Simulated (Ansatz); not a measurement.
Bi2Te3: consecutive steps of a trajectory

Method: DFT PBE, scalar-relativistic, plane waves, PAW in Ansatz. Cutoff 420 eV, shifted (0.0, 0.0, 0.5 steps) 3×3×2 k-points, Fermi–Dirac smearing of 0.05 eV. The mesh is coarse. Spin–orbit coupling is left out, which can shift energies with elements as heavy as these. No spin polarisation.

20 atoms, starting at 1.00 times the perfect crystal's volume (space group R3m); Langevin thermostat at 150 K (friction 0.02 fs⁻¹), fixed cell; 27 steps of 3 fs. The run is short and not equilibrated.

Positions in Å, velocities in 0.01 Å/fs, forces in eV/Å; dE is the potential energy from the first frame shown.

```xyz
20
Lattice="4.4715 -7.7449 0.0000 8.9431 0.0000 0.0000 4.4715 -2.5816 9.8361" Properties=species:S:1:pos:R:3:v100:R:3:forces:R:3 pbc="T T T" time_fs=27.00 dE_eV=0.0000 T_K=170
Bi    6.7324   -6.4559    4.1885    0.0995   -0.0554   -0.0175   -0.0554    0.0072    0.0851
Bi    4.4670   -2.5698    4.2003   -0.0094   -0.0094   -0.0589   -0.0506   -0.0513   -0.0101
Bi   11.1842   -6.4669    4.2111   -0.0460   -0.0371   -0.0306    0.0479    0.0317    0.0420
Bi    8.9446   -2.6056    4.1571   -0.0185   -0.0670   -0.1952    0.0229    0.0308    0.1473
Bi    6.7225   -1.3013    1.9638    0.0908   -0.0228   -0.1073   -0.0804    0.0218    0.2044
Bi    8.9429   -5.2006    1.9924    0.0236   -0.1821   -0.0197   -0.0247    0.0684    0.0724
Bi    2.2076   -1.2803    1.9777   -0.1143    0.0068   -0.0996    0.0720    0.0030    0.1282
Bi    4.4564   -5.1491    1.9927   -0.0485    0.0173    0.0154    0.0783   -0.0423    0.0424
Te   11.2038   -9.0633    8.0522    0.1613   -0.1730    0.1123   -0.0462    0.1204   -0.1290
Te    8.9062   -5.1199    8.0159   -0.1641    0.2035   -0.0739    0.0937   -0.1115    0.0579
Te   15.6583   -9.0515    8.0605    0.1160   -0.0855    0.1223   -0.0173    0.0423   -0.0950
Te   13.4344   -5.1557    8.0438    0.0857    0.0188    0.0104   -0.0454   -0.0531   -0.0585
Te   11.1550   -3.8807    6.0964   -0.0472   -0.0182    0.2385    0.0220    0.0285   -0.1983
Te   13.4092   -7.7676    6.0183    0.0853   -0.1039   -0.0485    0.0652    0.0055   -0.0607
Te    6.6826   -3.8134    6.0075   -0.0214    0.2788   -0.0679    0.0550   -0.1495   -0.0745
Te    8.9699   -7.7480    6.0179    0.0804   -0.0461   -0.0389   -0.1020    0.0486   -0.0070
Te   11.1816   -3.8803    0.1861    0.0632    0.0060   -0.0936    0.0205    0.0107   -0.0695
Te   13.4311   -7.7639    0.1688    0.0679   -0.1462   -0.0373   -0.0473    0.0859   -0.0049
Te    6.7264   -3.8905    0.1933    0.0657   -0.0905   -0.0736   -0.0673   -0.0041   -0.0488
Te    8.9260   -7.7471    0.1793   -0.0954   -0.0020   -0.0137    0.0594   -0.0930   -0.0234
20
Lattice="4.4715 -7.7449 0.0000 8.9431 0.0000 0.0000 4.4715 -2.5816 9.8361" Properties=species:S:1:pos:R:3:v100:R:3:forces:R:3 pbc="T T T" time_fs=30.00 dE_eV=0.0102 T_K=161
Bi    6.7348   -6.4578    4.1881    0.0593   -0.0723   -0.0116   -0.0602    0.0121    0.0855
Bi    4.4659   -2.5696    4.1982   -0.0672    0.0288   -0.0822   -0.0533   -0.0557   -0.0088
Bi   11.1826   -6.4671    4.2102   -0.0605    0.0221   -0.0291    0.0581    0.0294    0.0505
Bi    8.9432   -2.6073    4.1515   -0.0771   -0.0493   -0.1806    0.0301    0.0322    0.1603
Bi    6.7245   -1.3019    1.9608    0.0441   -0.0122   -0.0935   -0.0874    0.0201    0.2186
Bi    8.9437   -5.2061    1.9916    0.0283   -0.1840   -0.0367   -0.0257    0.0851    0.0725
Bi    2.2044   -1.2800    1.9750   -0.0964    0.0162   -0.0806    0.0861    0.0031    0.1446
Bi    4.4547   -5.1484    1.9937   -0.0676    0.0237    0.0479    0.0896   -0.0439    0.0342
Te   11.2084   -9.0686    8.0556    0.1413   -0.1835    0.1127   -0.0559    0.1411   -0.1447
Te    8.9011   -5.1151    8.0132   -0.1755    0.1164   -0.1034    0.1091   -0.1254    0.0671
Te   15.6622   -9.0544    8.0645    0.1428   -0.1016    0.1393   -0.0244    0.0481   -0.1060
Te   13.4368   -5.1552    8.0440    0.0777    0.0142    0.0041   -0.0493   -0.0612   -0.0621
Te   11.1545   -3.8809    6.1043    0.0149    0.0049    0.2881    0.0191    0.0323   -0.2193
Te   13.4107   -7.7701    6.0168    0.0138   -0.0616   -0.0526    0.0655    0.0076   -0.0655
Te    6.6819   -3.8056    6.0058   -0.0236    0.2458   -0.0424    0.0552   -0.1687   -0.0824
Te    8.9722   -7.7492    6.0169    0.0743   -0.0375   -0.0282   -0.1076    0.0529   -0.0055
Te   11.1832   -3.8804    0.1834    0.0418   -0.0126   -0.0905    0.0180    0.0025   -0.0670
Te   13.4338   -7.7684    0.1673    0.1109   -0.1525   -0.0635   -0.0591    0.1009   -0.0049
Te    6.7280   -3.8931    0.1919    0.0400   -0.0833   -0.0222   -0.0770   -0.0062   -0.0438
Te    8.9234   -7.7469    0.1784   -0.0780    0.0178   -0.0438    0.0691   -0.1061   -0.0235
20
Lattice="4.4715 -7.7449 0.0000 8.9431 0.0000 0.0000 4.4715 -2.5816 9.8361" Properties=species:S:1:pos:R:3:v100:R:3:forces:R:3 pbc="T T T" time_fs=33.00 dE_eV=0.0211 T_K=163
Bi    6.7356   -6.4596    4.1881   -0.0092   -0.0499    0.0150   -0.0612    0.0163    0.0843
Bi    4.4636   -2.5687    4.1961   -0.0858    0.0284   -0.0586   -0.0521   -0.0614   -0.0066
Bi   11.1812   -6.4656    4.2098   -0.0351    0.0778    0.0014    0.0648    0.0244    0.0583
Bi    8.9406   -2.6084    4.1459   -0.0948   -0.0250   -0.1948    0.0383    0.0323    0.1721
Bi    6.7263   -1.3027    1.9583    0.0730   -0.0447   -0.0732   -0.0916    0.0195    0.2303
Bi    8.9450   -5.2118    1.9907    0.0584   -0.2020   -0.0243   -0.0291    0.1025    0.0734
Bi    2.2025   -1.2801    1.9724   -0.0297   -0.0244   -0.0945    0.0977    0.0019    0.1602
Bi    4.4520   -5.1476    1.9949   -0.1085    0.0343    0.0311    0.1036   -0.0480    0.0264
Te   11.2132   -9.0739    8.0590    0.1798   -0.1658    0.1181   -0.0660    0.1614   -0.1585
Te    8.8956   -5.1118    8.0109   -0.1855    0.1006   -0.0531    0.1251   -0.1370    0.0746
Te   15.6666   -9.0573    8.0690    0.1498   -0.0975    0.1650   -0.0319    0.0528   -0.1195
Te   13.4392   -5.1547    8.0436    0.0779    0.0231   -0.0305   -0.0535   -0.0695   -0.0638
Te   11.1538   -3.8810    6.1117   -0.0625   -0.0121    0.2049    0.0162    0.0370   -0.2383
Te   13.4115   -7.7718    6.0160    0.0366   -0.0518   -0.0014    0.0683    0.0079   -0.0703
Te    6.6814   -3.7984    6.0047   -0.0095    0.2318   -0.0296    0.0545   -0.1871   -0.0931
Te    8.9747   -7.7508    6.0165    0.0861   -0.0657    0.0017   -0.1142    0.0588   -0.0058
Te   11.1845   -3.8815    0.1797    0.0420   -0.0587   -0.1521    0.0130   -0.0020   -0.0617
Te   13.4373   -7.7731    0.1654    0.1213   -0.1642   -0.0604   -0.0738    0.1162   -0.0018
Te    6.7287   -3.8951    0.1909    0.0065   -0.0483   -0.0410   -0.0847   -0.0084   -0.0378
Te    8.9211   -7.7471    0.1770   -0.0726   -0.0288   -0.0520    0.0768   -0.1176   -0.0223
20
Lattice="4.4715 -7.7449 0.0000 8.9431 0.0000 0.0000 4.4715 -2.5816 9.8361" Properties=species:S:1:pos:R:3:v100:R:3:forces:R:3 pbc="T T T" time_fs=36.00 dE_eV=0.0319 T_K=163
Bi    6.7351   -6.4602    4.1889   -0.0215    0.0090    0.0341   -0.0578    0.0177    0.0797
Bi    4.4603   -2.5681    4.1951   -0.1318    0.0093   -0.0096   -0.0488   -0.0657   -0.0060
Bi   11.1806   -6.4631    4.2104   -0.0051    0.0871    0.0422    0.0666    0.0190    0.0619
Bi    8.9373   -2.6090    4.1400   -0.1257   -0.0119   -0.1976    0.0486    0.0313    0.1811
Bi    6.7281   -1.3039    1.9562    0.0472   -0.0312   -0.0683   -0.0952    0.0200    0.2390
Bi    8.9469   -5.2176    1.9899    0.0695   -0.1804   -0.0276   -0.0341    0.1186    0.0713
Bi    2.2012   -1.2812    1.9699   -0.0585   -0.0469   -0.0721    0.1094    0.0011    0.1735
Bi    4.4496   -5.1464    1.9960   -0.0532    0.0408    0.0448    0.1176   -0.0533    0.0184
Te   11.2188   -9.0788    8.0627    0.1940   -0.1633    0.1266   -0.0784    0.1812   -0.1722
Te    8.8903   -5.1088    8.0097   -0.1729    0.1048   -0.0249    0.1410   -0.1489    0.0777
Te   15.6709   -9.0598    8.0726    0.1345   -0.0663    0.0747   -0.0375    0.0556   -0.1304
Te   13.4419   -5.1543    8.0416    0.1044   -0.0020   -0.1044   -0.0579   -0.0758   -0.0612
Te   11.1525   -3.8807    6.1187   -0.0244    0.0279    0.2618    0.0154    0.0405   -0.2552
Te   13.4122   -7.7734    6.0146    0.0134   -0.0560   -0.0941    0.0718    0.0082   -0.0725
Te    6.6819   -3.7916    6.0036    0.0378    0.2193   -0.0451    0.0504   -0.2048   -0.1019
Te    8.9765   -7.7524    6.0158    0.0368   -0.0416   -0.0454   -0.1187    0.0651   -0.0052
Te   11.1864   -3.8834    0.1754    0.0870   -0.0729   -0.1379    0.0028   -0.0028   -0.0534
Te   13.4413   -7.7776    0.1640    0.1440   -0.1320   -0.0363   -0.0902    0.1292    0.0009
Te    6.7289   -3.8962    0.1894    0.0073   -0.0301   -0.0588   -0.0876   -0.0112   -0.0285
Te    8.9193   -7.7477    0.1750   -0.0479   -0.0163   -0.0830    0.0827   -0.1250   -0.0171
20
Lattice="4.4715 -7.7449 0.0000 8.9431 0.0000 0.0000 4.4715 -2.5816 9.8361" Properties=species:S:1:pos:R:3:v100:R:3:forces:R:3 pbc="T T T" time_fs=39.00 dE_eV=0.0427 T_K=164
Bi    6.7343   -6.4599    4.1902   -0.0311    0.0153    0.0539   -0.0529    0.0166    0.0725
Bi    4.4565   -2.5676    4.1940   -0.1203    0.0276   -0.0602   -0.0432   -0.0701   -0.0035
Bi   11.1807   -6.4603    4.2120    0.0123    0.1028    0.0633    0.0651    0.0142    0.0629
Bi    8.9336   -2.6095    4.1348   -0.1205   -0.0239   -0.1448    0.0604    0.0306    0.1859
Bi    6.7302   -1.3042    1.9540    0.0923    0.0093   -0.0791   -0.0975    0.0198    0.2467
Bi    8.9492   -5.2227    1.9896    0.0801   -0.1603    0.0081   -0.0376    0.1325    0.0677
Bi    2.1994   -1.2825    1.9672   -0.0606   -0.0437   -0.1036    0.1249    0.0008    0.1868
Bi    4.4483   -5.1454    1.9976   -0.0326    0.0286    0.0621    0.1292   -0.0582    0.0092
Te   11.2253   -9.0834    8.0665    0.2390   -0.1445    0.1300   -0.0935    0.1999   -0.1869
Te    8.8851   -5.1057    8.0094   -0.1716    0.1019    0.0049    0.1567   -0.1609    0.0789
Te   15.6751   -9.0612    8.0742    0.1448   -0.0265    0.0279   -0.0407    0.0564   -0.1357
Te   13.4451   -5.1550    8.0377    0.1050   -0.0419   -0.1547   -0.0617   -0.0791   -0.0535
Te   11.1520   -3.8794    6.1262   -0.0069    0.0603    0.2367    0.0149    0.0416   -0.2734
Te   13.4137   -7.7751    6.0121    0.0886   -0.0581   -0.0737    0.0740    0.0099   -0.0722
Te    6.6833   -3.7853    6.0029    0.0590    0.2005   -0.0019    0.0422   -0.2203   -0.1095
Te    8.9780   -7.7539    6.0150    0.0608   -0.0562   -0.0087   -0.1195    0.0717   -0.0037
Te   11.1885   -3.8859    0.1714    0.0542   -0.0931   -0.1273   -0.0088   -0.0017   -0.0453
Te   13.4457   -7.7817    0.1627    0.1509   -0.1434   -0.0493   -0.1092    0.1409    0.0007
Te    6.7293   -3.8975    0.1883    0.0209   -0.0546   -0.0202   -0.0897   -0.0115   -0.0191
Te    8.9178   -7.7477    0.1727   -0.0541    0.0195   -0.0710    0.0869   -0.1331   -0.0085
20
Lattice="4.4715 -7.7449 0.0000 8.9431 0.0000 0.0000 4.4715 -2.5816 9.8361" Properties=species:S:1:pos:R:3:v100:R:3:forces:R:3 pbc="T T T" time_fs=42.00 dE_eV=0.0535 T_K=158
Bi    6.7333   -6.4589    4.1917   -0.0383    0.0493    0.0425   -0.0490    0.0132    0.0656
Bi    4.4529   -2.5670    4.1915   -0.1193    0.0079   -0.1055   -0.0373   -0.0756    0.0043
Bi   11.1804   -6.4573    4.2145   -0.0343    0.0954    0.1008    0.0633    0.0080    0.0626
Bi    8.9305   -2.6096    4.1304   -0.0876    0.0174   -0.1487    0.0677    0.0288    0.1885
Bi    6.7336   -1.3034    1.9519    0.1362    0.0455   -0.0560   -0.1040    0.0183    0.2532
Bi    8.9509   -5.2270    1.9904    0.0360   -0.1289    0.0457   -0.0376    0.1442    0.0627
Bi    2.1974   -1.2844    1.9644   -0.0685   -0.0789   -0.0845    0.1429    0.0004    0.2014
Bi    4.4477   -5.1446    1.9996   -0.0042    0.0272    0.0673    0.1382   -0.0626    0.0009
Te   11.2325   -9.0876    8.0697    0.2397   -0.1360    0.0767   -0.1104    0.2167   -0.1983
Te    8.8806   -5.1033    8.0095   -0.1251    0.0540    0.0026    0.1712   -0.1699    0.0788
Te   15.6796   -9.0612    8.0747    0.1562    0.0262    0.0052   -0.0434    0.0535   -0.1376
Te   13.4481   -5.1566    8.0335    0.0954   -0.0672   -0.1263   -0.0647   -0.0796   -0.0451
Te   11.1519   -3.8769    6.1328    0.0000    0.1036    0.2004    0.0173    0.0409   -0.2889
Te   13.4160   -7.7767    6.0096    0.0634   -0.0461   -0.0898    0.0756    0.0149   -0.0717
Te    6.6851   -3.7796    6.0030    0.0573    0.1791    0.0040    0.0342   -0.2338   -0.1188
Te    8.9794   -7.7556    6.0149    0.0325   -0.0569    0.0046   -0.1179    0.0794   -0.0043
Te   11.1898   -3.8893    0.1675    0.0316   -0.1302   -0.1317   -0.0193    0.0006   -0.0365
Te   13.4497   -7.7868    0.1620    0.1180   -0.1942    0.0024   -0.1280    0.1548   -0.0057
Te    6.7295   -3.8994    0.1881   -0.0117   -0.0703    0.0133   -0.0929   -0.0087   -0.0118
Te    8.9151   -7.7468    0.1704   -0.1228    0.0384   -0.0765    0.0943   -0.1435    0.0008
20
Lattice="4.4715 -7.7449 0.0000 8.9431 0.0000 0.0000 4.4715 -2.5816 9.8361" Properties=species:S:1:pos:R:3:v100:R:3:forces:R:3 pbc="T T T" time_fs=45.00 dE_eV=0.0637 T_K=148
Bi    6.7320   -6.4574    4.1933   -0.0475    0.0484    0.0665   -0.0479    0.0094    0.0592
Bi    4.4488   -2.5671    4.1886   -0.1552   -0.0088   -0.0928   -0.0316   -0.0805    0.0146
Bi   11.1787   -6.4543    4.2172   -0.0758    0.1048    0.0791    0.0634    0.0015    0.0590
Bi    8.9281   -2.6089    4.1258   -0.0742    0.0305   -0.1579    0.0691    0.0249    0.1933
Bi    6.7376   -1.3020    1.9507    0.1325    0.0474   -0.0276   -0.1148    0.0145    0.2574
Bi    8.9519   -5.2312    1.9923    0.0323   -0.1519    0.0844   -0.0371    0.1557    0.0540
Bi    2.1955   -1.2858    1.9614   -0.0634   -0.0168   -0.1156    0.1605   -0.0012    0.2180
Bi    4.4473   -5.1437    2.0010   -0.0229    0.0333    0.0293    0.1464   -0.0655   -0.0049
Te   11.2393   -9.0915    8.0714    0.2162   -0.1200    0.0396   -0.1272    0.2317   -0.2047
Te    8.8765   -5.1012    8.0093   -0.1507    0.0845   -0.0140    0.1844   -0.1771    0.0790
Te   15.6843   -9.0603    8.0741    0.1557    0.0363   -0.0433   -0.0474    0.0482   -0.1362
Te   13.4506   -5.1589    8.0291    0.0711   -0.0823   -0.1624   -0.0679   -0.0779   -0.0362
Te   11.1513   -3.8742    6.1381   -0.0426    0.0772    0.1574    0.0231    0.0410   -0.2996
Te   13.4178   -7.7782    6.0069    0.0590   -0.0564   -0.0912    0.0792    0.0210   -0.0702
Te    6.6864   -3.7743    6.0038    0.0305    0.1787    0.0513    0.0286   -0.2451   -0.1308
Te    8.9806   -7.7568    6.0142    0.0482   -0.0226   -0.0550   -0.1164    0.0847   -0.0037
Te   11.1903   -3.8927    0.1647   -0.0002   -0.0985   -0.0574   -0.0306    0.0024   -0.0303
Te   13.4521   -7.7914    0.1627    0.0415   -0.1151    0.0460   -0.1444    0.1680   -0.0198
Te    6.7285   -3.9015    0.1878   -0.0505   -0.0689   -0.0394   -0.0943   -0.0045   -0.0044
Te    8.9115   -7.7460    0.1691   -0.1217    0.0155   -0.0124    0.1047   -0.1514    0.0064
```

What is the next frame? The thermostat's random kicks make it one of many possible.

```xyz
20
Lattice="4.4715 -7.7449 0.0000 8.9431 0.0000 0.0000 4.4715 -2.5816 9.8361" Properties=species:S:1:pos:R:3:v100:R:3:forces:R:3 pbc="T T T" time_fs=48.00 dE_eV=0.0738 T_K=133
Bi    6.7307   -6.4564    4.1952   -0.0359    0.0216    0.0610   -0.0477    0.0089    0.0537
Bi    4.4442   -2.5669    4.1861   -0.1541    0.0192   -0.0734   -0.0247   -0.0834    0.0243
Bi   11.1770   -6.4503    4.2192   -0.0392    0.1629    0.0573    0.0651   -0.0079    0.0554
Bi    8.9262   -2.6078    4.1219   -0.0501    0.0399   -0.1023    0.0683    0.0197    0.1979
Bi    6.7409   -1.3007    1.9501    0.0873    0.0364   -0.0108   -0.1242    0.0077    0.2602
Bi    8.9528   -5.2364    1.9952    0.0236   -0.1934    0.1070   -0.0386    0.1685    0.0409
Bi    2.1932   -1.2860    1.9583   -0.0887    0.0016   -0.0932    0.1783   -0.0057    0.2370
Bi    4.4469   -5.1426    2.0012   -0.0093    0.0348   -0.0143    0.1544   -0.0667   -0.0065
Te   11.2447   -9.0960    8.0729    0.1379   -0.1852    0.0588   -0.1398    0.2486   -0.2098
Te    8.8727   -5.0987    8.0089   -0.1019    0.0869   -0.0133    0.1963   -0.1856    0.0798
Te   15.6895   -9.0591    8.0728    0.1959    0.0435   -0.0446   -0.0535    0.0433   -0.1330
Te   13.4529   -5.1607    8.0252    0.0848   -0.0390   -0.1021   -0.0720   -0.0776   -0.0274
Te   11.1506   -3.8726    6.1430   -0.0024    0.0316    0.1639    0.0292    0.0447   -0.3076
Te   13.4195   -7.7803    6.0044    0.0486   -0.0833   -0.0762    0.0822    0.0260   -0.0679
Te    6.6868   -3.7690    6.0053   -0.0053    0.1760    0.0514    0.0243   -0.2560   -0.1454
Te    8.9818   -7.7567    6.0130    0.0347    0.0292   -0.0240   -0.1161    0.0860   -0.0036
Te   11.1906   -3.8951    0.1631    0.0177   -0.0596   -0.0453   -0.0433    0.0025   -0.0268
Te   13.4538   -7.7947    0.1642    0.0703   -0.1011    0.0541   -0.1617    0.1789   -0.0366
Te    6.7266   -3.9037    0.1865   -0.0779   -0.0827   -0.0432   -0.0904    0.0012    0.0049
Te    8.9088   -7.7463    0.1680   -0.0552   -0.0349   -0.0602    0.1139   -0.1531    0.0107
```

Cost: 1 run of about 52 core-minutes (earlier runs that led there not counted), on Intel Xeon Processor @ 2.70GHz (shared hosts).